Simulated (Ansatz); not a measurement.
GaAs, DFT, PBE, PAW with Ansatz's default frozen-core files, scalar-relativistic (Ansatz 0.2.0), run on 1 thread of Intel(R) Xeon(R) 6975P-C (Granite Rapids) on a shared host.

The cell is COD entry 9008845, as deposited and not checked against the literature; nothing was relaxed. The listed cell was then made from it by scaling, straining or moving an atom.

Command: `ansatz run input.yaml --threads 1 --pin off --max-ram 3072MiB --backend cpu --events-out ev --progress --plain --runs-dir out`

```yaml
crystal:
  lattice:
    - [0.0, 2.82685, 2.7985815]
    - [2.82685, 0.0, 2.7985815]
    - [2.82685, 2.82685, 0.0]
  atoms:
    - { symbol: Ga, position: [0.0, 0.0, 0.0] }
    - { symbol: As, position: [0.75, 0.75, 0.75] }
kpoints:
  mp_grid: { grid: [11, 11, 11] }
scf:
  occupations: { method: fermi_dirac, width: 0.05 }
hamiltonian:
  xc: pbe
  pseudopotentials: { kind: paw }
output:
  forces: true
  stress: true
  eigenvalues: true
  efg: { contact_densities: true }
```

Q: How large is the problem that the program sets up?

A: 126 irreducible k-points, 893 plane waves at Γ, 18 bands.

Q: Estimate the wall time and the peak memory.

A: 5.1 s of wall time for 6 SCF iterations, with a peak of 0.48 GiB. Times on shared machines scatter by tens of per cent.

Q: And the same cell and mesh by crystal-made all-electron datasets, asked for forces, stress, eigenvalues, efg, on the same hardware?

A: 10 s, peak memory 0.66 GiB.
